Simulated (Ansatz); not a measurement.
Input and command of a calculation in Ansatz (plane waves; scalar-relativistic PAW potentials unless the input names others):

```yaml
crystal:
  lattice:
    - [4.6093243421, 0.0, 0.0]
    - [0.0, 5.0456441457, 0.0]
    - [0.0, 0.0, 3.2381666599]
  atoms:
    - { symbol: Sn, position: [0.5, 0.5, 0.5] }
    - { symbol: Sn, position: [0.0, 0.0, 0.0] }
    - { symbol: O, position: [0.3064962475, 0.3066616298, 0.0] }
    - { symbol: O, position: [0.8064962475, 0.1933383702, 0.5] }
    - { symbol: O, position: [0.1935037525, 0.8066616298, 0.5] }
    - { symbol: O, position: [0.6935037525, 0.6933383702, 0.0] }
basis:
  ecutwfc: 420
kpoints:
  mp_grid: { grid: [5, 5, 6] }
hamiltonian:
  xc: pbe
  dispersion: d3bj
scf:
  occupations: { method: gaussian, width: 0.05 }
output:
  forces: true
  eigenvalues: true
  stress: true
```

```bash
ansatz run input.yaml --threads 1 --pin off --max-ram 2560MiB --backend cpu --events-out ev --progress --plain --runs-dir out
```

Abridged log:
```
Basis set: ecut = 420 eV, 1501 PW (Γ), exchange–correlation on 64×72×48 points (8 copies of the dense FFT grid, shifted against one another)
Bands: 32, of which v1, the nominal top of the filled ones, is band 26 counted from 1 (25 counted from 0)
Symmetry: 8 space group operations
k-points: 36 of 150
SCF iter   1: F=—  HF=-14319.159492 eV  |F-HF|=—  |Δ(HF+E_count)|=         —  Δρ=1.31e-3  dr2=5.61e-4  ethr=1.77e-3  ⟨swp⟩=5.9  Hψ=5057  notcnv=0  defer=2
SCF iter   2: F=—  HF=-14319.161293 eV  |F-HF|=—  |Δ(HF+E_count)|=   1.80e-3  Δρ=6.38e-4  dr2=1.17e-4  ethr=1.08e-6  ⟨swp⟩=2.2  Hψ=2391  notcnv=0  defer=10
SCF iter   3: F=—  HF=-14319.161566 eV  |F-HF|=—  |Δ(HF+E_count)|=   2.73e-4  Δρ=2.62e-4  dr2=3.22e-5  ethr=2.25e-7  ⟨swp⟩=2.9  Hψ=2145  notcnv=0
automatic band count: iteration 3 solves 31 bands in place of 32: the levels show a gap, and the empty bands left out lie too high to hold charge; the band table lists the bands solved (type scf.n_extra_bands for more)
SCF iter   4: F=—  HF=-14319.161477 eV  |F-HF|=—  |Δ(HF+E_count)|=   8.88e-5  Δρ=4.21e-5  dr2=1.15e-6  ethr=6.20e-8  ⟨swp⟩=2.0  Hψ=1540  notcnv=0
SCF iter   5: F=-14319.161479 eV  HF=-14319.161479 eV  |F-HF|=1.23e-7  |Δ(HF+E_count)|=   1.83e-6  Δρ=1.32e-5  dr2=8.18e-8  ethr=2.21e-9  ⟨swp⟩=2.2  Hψ=1829  notcnv=0
SCF iter   6: F=-14319.161479 eV  HF=-14319.161479 eV  |F-HF|=3.53e-9  |Δ(HF+E_count)|=   1.45e-7  Δρ=3.67e-6  dr2=6.21e-9  ethr=1.57e-10  ⟨swp⟩=5.6  Hψ=4477  notcnv=0
SCF 1 converged in 6 iterations: F = -14319.161479 eV  dr2 = 6.21e-9
SCF converged after 6 iterations
Free energy (F): -14319.161479 eV
Harris-Foulkes:  -14319.161479 eV  (|F-HF|=3.53e-9)
Internal energy: -14319.161479 eV  (E = F + TS)
E sigma→0 (E₀):  -14319.161479 eV
Fermi energy:    9.117770 eV
  E_disp       = -1.270384  (pairwise vdW)
--- Forces (eV/Å), atoms counted from 1 ---
  atom   1  Sn     0.00000000     0.00000000     0.00000000
  atom   2  Sn     0.00000000     0.00000000     0.00000000
  atom   3  O     -0.02709044     0.06757608     0.00000000
  atom   4  O     -0.02709044    -0.06757608     0.00000000
  atom   5  O      0.02709044     0.06757608     0.00000000
  atom   6  O      0.02709044    -0.06757608     0.00000000
--- Stress (GPa, compression-positive) ---
        0.756905       0.000000       0.000000
        0.000000      -6.581874       0.000000
        0.000000       0.000000      -2.498102
  P = ⅓ Tr σ = -2.7744 GPa (-27.744 kbar)
```

Apart from outputs and empty bands, the input differs from a reference run on usual settings in kpoints.mp_grid.grid: [6, 6, 8] → [5, 5, 6]; hamiltonian.dispersion: not typed → "d3bj". The reference, at the same geometry (not necessarily relaxed), gave pressure 0.04 GPa, largest force 0.073 eV/Å, gap on the mesh 0.65 eV. This run converged in 6 SCF iterations (reference: 6) with an energy at zero smearing 212 meV/atom below the reference's (the Hamiltonian itself differs), pressure -2.77 GPa, largest force 0.073 eV/Å, gap on the mesh 0.65 eV. Its k mesh is looser than usual. The Hamiltonian differs as well, so the change in the result can't be put down to that alone.

Time: 4.6 s on 1 thread of Arm Neoverse V2, on a shared host, peak memory 0.34 GiB.